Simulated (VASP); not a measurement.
Write the native input for VASP 6.6.1 that does the following.

```yaml
Task: single point
Functional: PBE0(alpha)
Potentials_or_basis: VASP PAW PBE potentials, release 64 (As, Ga_d)
Cutoff: 520 eV
k_mesh: 4 × 4 × 4
Occupations: fermi-dirac, width 0.05 eV
Spin: no spin polarisation
Share_of_exact_exchange: 0.3
Grid_for_exact_exchange_PRECFOCK: Fast
Exchange_at_q_=_0: truncated
Further_INCAR_settings: ALGO = Normal; EDIFF = 1e-06; NBANDS = 16
```

Crystal: GaAs.

```xyz
2
Lattice="0.0000 2.8268 2.8268 2.8268 0.0000 2.8268 2.8268 2.8268 0.0000" Properties=species:S:1:pos:R:3 pbc="T T T"
As    4.2403    4.2403    4.2403
Ga    0.0000    0.0000    0.0000
```

The input as run:

POSCAR

```
GaAs
1.0
    0.0000000000      2.8268500000      2.8268500000
    2.8268500000      0.0000000000      2.8268500000
    2.8268500000      2.8268500000      0.0000000000
As Ga
1 1
Direct
    0.7500000000      0.7500000000      0.7500000000
    0.0000000000      0.0000000000      0.0000000000
```

INCAR.step1

```
SYSTEM = GaAs
ALGO = Normal
EDIFF = 1E-5
ENCUT = 520
GGA = PE
ISIF = 2
ISMEAR = -1
LASPH = .TRUE.
LCHARG = .FALSE.
LREAL = .FALSE.
LWAVE = .TRUE.
NBANDS = 16
NELM = 80
PREC = Accurate
SIGMA = 0.05
```

INCAR.step2

```
SYSTEM = GaAs
AEXX = 0.3
ALGO = Normal
EDIFF = 1E-6
ENCUT = 520
GGA = PE
HFRCUT = -1
ISIF = 2
ISMEAR = -1
ISTART = 1
LASPH = .TRUE.
LCHARG = .FALSE.
LHFCALC = .TRUE.
LREAL = .FALSE.
LWAVE = .FALSE.
NBANDS = 16
NELM = 80
PREC = Accurate
PRECFOCK = Fast
SIGMA = 0.05
```

KPOINTS

```
k-points
0
G
  4 4 4
  0 0 0
```

Potentials or basis: VASP PAW PBE potentials, release 64 (As, Ga_d).

Launch:

```sh
$ cat potpaw_PBE.64/As/POTCAR potpaw_PBE.64/Ga_d/POTCAR > POTCAR
$ cp INCAR.step1 INCAR
$ mpirun -np 1 vasp_std > vasp.out
$ cp INCAR.step2 INCAR
$ mpirun -np 1 vasp_std > vasp.out
```

Results of the run:

```json
{"Pressure": "0.5 GPa", "Band gap on the k mesh": "2.49 eV, direct"}
```

Caveat: the k mesh is coarse (spacing up to 0.48 Å⁻¹), so the values aren't converged, least of all with exact exchange; the PAW data sets were made with another functional, which shifts forces and pressure a little.

Run time: 4.7 min on 1 thread of Intel(R) Xeon(R) Platinum 8259CL CPU @ 2.50GHz (Skylake/Cascade Lake), with other jobs on the host, peak memory 0.17 GiB.
